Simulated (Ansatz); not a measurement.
# MoS2 (P6_3/mmc) in Ansatz: settings compared

The runs below take MoS2 through band structure, with LDA, PBE, PBEsol, RPBE.

Program: Ansatz 0.2.0. These are calculated values, not measurements. Logs are shortened: lines on timing, memory, paths and dates and some standing lists are left out, and cuts for length are marked.

**The experiment to reproduce.**

“Multiwavelength excitation Raman Scattering Analysis of bulk and 2 dimensional MoS2: Vibrational properties of atomically thin MoS2 layers”, 2015, arxiv:1506.03228 reports, for a bulk crystal of MoS2 at 300 K: band gap 1.3 eV (indirect).

The runs below are set against these values where they give the same quantity.

### Step 1. The structure

Symmetry: P6_3/mmc, No. 194, hexagonal system. The conventional cell has a = 3.169 Å, b = 3.169 Å, c = 12.324 Å, α = 90.00°, β = 90.00°, γ = 120.00°. Around Mo (site symmetry -6m2) lie 6 S at 2.41 Å. Around S (site symmetry 3m) lie 3 Mo at 2.41 Å.

### Step 2. Band structure, LDA

The input, input.yaml:

```yaml
crystal:
  lattice:
    - [3.169, 0.0, 0.0]
    - [-1.5845, 2.7444345046, 0.0]
    - [0.0, 0.0, 12.324]
  atoms:
    - { symbol: Mo, position: [0.6666666667, 0.3333333333, 0.75] }
    - { symbol: Mo, position: [0.3333333333, 0.6666666667, 0.25] }
    - { symbol: S, position: [0.6666666667, 0.3333333333, 0.377] }
    - { symbol: S, position: [0.3333333333, 0.6666666667, 0.877] }
    - { symbol: S, position: [0.6666666667, 0.3333333333, 0.123] }
    - { symbol: S, position: [0.3333333333, 0.6666666667, 0.623] }
hamiltonian:
  xc: lda
  pseudopotentials: { kind: paw }
kpoints:
  mp_grid: { grid: [10, 10, 3] }
  band_path:
    path:
      - [[0.0, 0.0, 0.0], [0.5, 0.0, 0.0], [0.3333333333, 0.3333333333, 0.0], [0.0, 0.0, 0.0], [0.0, 0.0, 0.5], [0.5, 0.0, 0.5], [0.3333333333, 0.3333333333, 0.5], [0.0, 0.0, 0.5]]
      - [[0.5, 0.0, 0.5], [0.5, 0.0, 0.0]]
      - [[0.3333333333, 0.3333333333, 0.0], [0.3333333333, 0.3333333333, 0.5]]
    npoints: 14
scf:
  occupations: { method: fermi_dirac, width: 0.05 }
  n_extra_bands: 15
output:
  forces: true
  stress: true
  eigenvalues: true
  fatbands: true
```

Potentials or basis: Ansatz PAW.

The run is started by

```console
ansatz run input.yaml --threads 2 --pin off --max-ram 5632MiB --backend cpu --events-out ev --progress --plain --runs-dir out
```

Output:

```text
Warning: RAYON_NUM_THREADS=2 ignored (pool sized by the plan → 2); use --threads N
scf.n_extra_bands = 15 over 26 filled bands (N_el = 52.0): the run solves 41 bands
Engine: ansatz 0.2.0, aarch64-unknown-linux-gnu
Pseudopotentials: kind: paw
Pseudopotential: Mo, paw, valence charge 14, recommended cutoff 420 eV (normal), Mo.paw.azcp
Pseudopotential: S, paw, valence charge 6, recommended cutoff 420 eV (normal), S.paw.azcp
Functional definition: SPW92
  exchange = slater_x
  correlation = pw_c
Crystal: 6 atoms, lattice volume = 107.183 Å³
Basis set: ecut = 420 eV, 2081 PW (Γ)
Bands: 41, of which v1, the nominal top of the filled ones, is band 26 counted from 1 (25 counted from 0)
Symmetry: 24 space group operations
Space group: P63/mmc (ITA 194), of the structure as read, at distance tolerance 4.8e-5 Å
k-points: 28 of 300
Non-local potential: Mo, projectors of the file, l = 0: 3, l = 1: 2, l = 2: 2, l = 3: 1
Non-local potential: S, projectors of the file, l = 0: 2, l = 1: 2, l = 2: 2
PAW form: soft (Blöchl's): semilocal exchange-correlation on the pseudo side does not see the compensation charge
PAW frozen core: Mo, regenerated for the run's functional, and the local potential with it (the file was generated under x = pbe(κ = 0.804, μ = 0.2195149727645171), c = pbe(β = 0.06672455060314922))
PAW frozen core: S, regenerated for the run's functional, and the local potential with it (the file was generated under x = pbe(κ = 0.804, μ = 0.2195149727645171), c = pbe(β = 0.06672455060314922))
PAW one-centre angular grid: Mo, 590 points (default); XC on 64 Gauss nodes
PAW one-centre angular grid: S, 110 points (default); XC on 64 Gauss nodes
Initial density: superposition of atomic densities (neutral atoms: chi_scale 0, normalization atom), corrected by the library's trained network
Initial wavefunctions: pseudopotential atomic-orbital guess
Functional: x = slater, c = lda
SCF iter   1: F=—  HF=-13169.702319 eV  |F-HF|=—  |Δ(HF+E_count)|=         —  Δρ=7.53e-3  dr2=3.00e-2  ethr=1.77e-3  ⟨swp⟩=6.3  Hψ=5244  notcnv=0  defer=34
preconditioner: auto → Resta (q_TF=auto, 2.418 Å⁻¹)  ε∞=5.1  [insulator: Δε(μ)=0.846 eV  Ē_g=10.674 eV  σ=0.050 eV  W_gap=1.00  n_scr=26 (ndim 8)  ℏωp=21.5 eV  f_vac=0.016  D(μ)=0.00/eV (n_scr^D=0)  ε∞_Penn≈5.1]
SCF iter   2: F=—  HF=-13169.703026 eV  |F-HF|=—  |Δ(HF+E_count)|=   7.07e-4  Δρ=4.15e-3  dr2=7.39e-3  ethr=5.76e-5  ⟨swp⟩=1.8  Hψ=1657  notcnv=0  defer=91
SCF iter   3: F=—  HF=-13169.703360 eV  |F-HF|=—  |Δ(HF+E_count)|=   3.35e-4  Δρ=2.02e-3  dr2=2.64e-3  ethr=1.42e-5  ⟨swp⟩=1.9  Hψ=1174  notcnv=0  defer=91
SCF iter   4: F=—  HF=-13169.703311 eV  |F-HF|=—  |Δ(HF+E_count)|=   4.96e-5  Δρ=2.17e-4  dr2=1.62e-4  ethr=5.07e-6  ⟨swp⟩=2.4  Hψ=1276  notcnv=0  defer=91
SCF iter   5: F=—  HF=-13169.703301 eV  |F-HF|=—  |Δ(HF+E_count)|=   9.95e-6  Δρ=8.22e-5  dr2=1.36e-5  ethr=3.11e-7  ⟨swp⟩=2.0  Hψ=1340  notcnv=0  defer=91
SCF iter   6: F=—  HF=-13169.703303 eV  |F-HF|=—  |Δ(HF+E_count)|=   2.52e-6  Δρ=3.65e-5  dr2=3.58e-6  ethr=2.61e-8  ⟨swp⟩=2.1  Hψ=1430  notcnv=0  defer=91
SCF iter   7: F=-13169.703303 eV  HF=-13169.703303 eV  |F-HF|=1.53e-8  |Δ(HF+E_count)|=   4.70e-7  Δρ=3.83e-6  dr2=3.68e-8  ethr=1.92e-10  ⟨swp⟩=9.5  Hψ=5661  notcnv=0
SCF 1 converged in 7 iterations: F = -13169.703303 eV  dr2 = 3.68e-8
NSCF: frozen V_eff on 129 k-points
SCF converged after 7 iterations
Free energy (F): -13169.703303 eV
Harris-Foulkes:  -13169.703303 eV  (|F-HF|=1.53e-8)
Internal energy: -13169.703298 eV  (E = F + TS)
E sigma→0 (E₀):  -13169.703301 eV
Entropy (-TS):   -0.000005 eV (-0.001 meV/atom)
Fermi energy:    11.044673 eV
--- Per-component energies (eV) ---
  E_band       = -322.812809
  E_kinetic    = 1312.697303
  E_local      = -3939.038612  (includes V_loc(G=0)·N_el)
  E_nonlocal   = 412.297867
  E_hartree    = 1508.577767
  E_xc         = -751.284666
  E_vxc        = -810.098335  (∫ρ·V_xc dr)
  E_paw        = -8453.294989  (= ΣΔE_a)
  E_vpaw       = -315.837019  (= ΣTr[D̂ρ^β])
  E_aug_tail   = 0.000055  (compensation charges beyond the density's cutoff)
  E_ewald      = -3261.216446
  E_core_change = 1.558423  (= ΣΔE_core)
  E_smearing   = -0.000005  (= −TS)
  E_closure    = 0.000000  (closes the sum)
  Σ components = -13169.703303   (vs F -13169.703303, Δ=0.00e0)
--- Forces (eV/Å), atoms counted from 1 ---
  atom   1  Mo     0.00000000     0.00000000     0.00000000
  atom   2  Mo    -0.00000000    -0.00000000     0.00000000
  atom   3  S      0.00000000    -0.00000000    -0.48114509
  atom   4  S      0.00000000     0.00000000    -0.48114509
  atom   5  S      0.00000000    -0.00000000     0.48114509
  atom   6  S      0.00000000     0.00000000     0.48114509
  max |Σ_I F_I| component: 5.55e-17 eV/Å
--- Stress (GPa, compression-positive) ---
       -5.826352       0.000000       0.000000
        0.000000      -5.826352      -0.000000
        0.000000      -0.000000      -5.379049
  P = ⅓ Tr σ = -5.6773 GPa (-56.773 kbar)
--- Band table (eV; the first three rows and the last of 28) ---
  k-point 0: bands = ["-50.7152", "-50.7152", "-24.9292", "-24.9291", "-24.6945", "-24.6945", "-24.6945", "-24.6945", "-4.2505", "-3.9740", "-3.0273", "-2.5700", "3.7647", "4.8334", "7.1149", "7.3808", "7.3808", "7.3937", "7.3937", "8.4818", "8.4818", "8.5284", "8.5284", "9.4653", "9.5075", "10.6696", "12.7469", "12.7469", "12.7745", "12.7745", "12.9244", "12.9244", "13.0999", "13.0999", "16.0644", "16.2185", "18.5970", "19.0689", "19.1391", "20.4643", "20.4643"]
  k-point 1: bands = ["-50.7152", "-50.7152", "-24.9292", "-24.9291", "-24.6946", "-24.6946", "-24.6945", "-24.6945", "-4.1954", "-4.0615", "-2.8968", "-2.6725", "3.9765", "4.4874", "7.3840", "7.3840", "7.3904", "7.3904", "7.6076", "8.4934", "8.4934", "8.5167", "8.5167", "8.5591", "10.1732", "10.5538", "12.7485", "12.7485", "12.7598", "12.7598", "12.9758", "12.9758", "13.0610", "13.0610", "16.1092", "16.1858", "18.7216", "18.9907", "19.3413", "20.0460", "20.5603"]
  k-point 2: bands = ["-50.7114", "-50.7114", "-24.9217", "-24.9216", "-24.7331", "-24.7331", "-24.7033", "-24.7033", "-4.0986", "-3.8245", "-2.9546", "-2.5168", "3.9374", "5.0005", "6.8361", "7.0482", "7.0744", "7.5336", "7.5546", "7.9627", "8.2455", "8.2990", "8.6258", "9.4816", "9.6682", "10.3731", "12.5727", "12.6112", "12.6483", "12.7431", "12.8007", "12.9491", "12.9744", "13.0523", "16.7524", "16.8943", "19.0737", "19.1877", "19.7794", "20.1567", "20.5386"]
  k-point 27: bands = ["-50.6707", "-50.6707", "-25.0065", "-25.0064", "-24.9201", "-24.9201", "-24.8413", "-24.8413", "-1.9605", "-1.9382", "-1.8729", "-1.8511", "4.5469", "4.6262", "5.0277", "5.1072", "6.0717", "6.1218", "6.3235", "6.4091", "7.0237", "7.1910", "7.8629", "8.0595", "9.7866", "9.8693", "11.8013", "11.8388", "12.6792", "13.1230", "13.3837", "13.4318", "14.6450", "14.8384", "16.8689", "17.3273", "17.8885", "18.1857", "19.2867", "19.4215", "20.9524"]
```

Wall time 14 s (2 threads of Arm Neoverse V2, shared host); peak memory 0.5 GiB.

Results:

```yaml
Free_energy: -13169.7033 eV
Pressure: -5.7 GPa
Largest_force: 0.481 eV/Å
Band_gap_on_the_k_mesh: 0.85 eV, indirect (least direct gap 1.86 eV)
Band_gap_along_the_path: 0.81 eV, indirect (least direct gap 1.65 eV)
```

Forces on the atoms (eV/Å):
```
Mo   0.000  0.000  0.000
Mo   0.000  0.000  0.000
S    0.000  0.000 -0.481
S    0.000  0.000 -0.481
S    0.000  0.000  0.481
S    0.000  0.000  0.481
```

Stress tensor (GPa, compression positive):
```
-5.83  0.00  0.00
 0.00 -5.83  0.00
 0.00  0.00 -5.38
```

Levels at the corners of the path, in eV from the valence-band top:
```tsv
point	band 23	band 24	band 25	band 26	band 27	band 28	band 29	band 30
Γ	-2.14	-1.20	-1.16	0.00	2.08	2.08	2.10	2.10
M	-1.72	-1.52	-1.42	-1.30	1.57	1.61	1.95	2.23
K	-2.67	-2.67	-0.81	-0.63	1.02	1.02	1.74	2.79
Γ	-2.14	-1.20	-1.16	0.00	2.08	2.08	2.10	2.10
A	-2.16	-2.16	-0.27	-0.27	2.08	2.08	2.08	2.08
L	-1.62	-1.62	-1.35	-1.35	1.59	1.59	2.10	2.10
H	-2.86	-2.86	-0.73	-0.73	1.02	1.02	2.22	2.22
A	-2.16	-2.16	-0.27	-0.27	2.08	2.08	2.08	2.08
L	-1.62	-1.62	-1.35	-1.35	1.59	1.59	2.10	2.10
M	-1.72	-1.52	-1.42	-1.30	1.57	1.61	1.95	2.23
K	-2.67	-2.67	-0.81	-0.63	1.02	1.02	1.74	2.79
H	-2.86	-2.86	-0.73	-0.73	1.02	1.02	2.22	2.22
```

Caveat: the PAW data sets come from PBE, with cores solved anew for the run's functional, which leaves a small shift of forces and pressure.

[end of part 1 of 2]
